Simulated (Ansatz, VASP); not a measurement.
**Rh: VASP beside Ansatz**

```xyz
1
Lattice="0.0000 1.9365 1.9365 1.9365 0.0000 1.9365 1.9365 1.9365 0.0000" Properties=species:S:1:pos:R:3 pbc="T T T"
Rh    0.0000    0.0000    0.0000
```

Alike in both runs: task single point; functional PBEsol; k mesh 18 × 18 × 18; occupations gaussian, width 0.1 eV; no spin polarisation.

|  | VASP | Ansatz |
| --- | --- | --- |
| version | VASP 6.6.1 | Ansatz 0.2.0 |
| potentials or method | VASP PAW PBE potentials, release 64 (Rh_pv) | scalar-relativistic, plane waves, PAW |
| plane-wave cutoff (eV) | 520 | 420 |
| valence electrons in the cell | 15 | 17 |

```csv
,VASP,Ansatz,Ansatz less VASP
gap on the k mesh at the Fermi level (eV),none,none,-
pressure (GPa),-17.9,-17.9,+0.08
```

A gap of «none» marks a metal or a gap that the smearing closes. The two sets of potentials don't hold the same shells in valence.

Caveats: so large a pressure means that the cell lies far from this level's equilibrium, or that cutoff or potentials fall short (VASP); the potentials were made for another functional, which shifts forces and pressure (VASP).
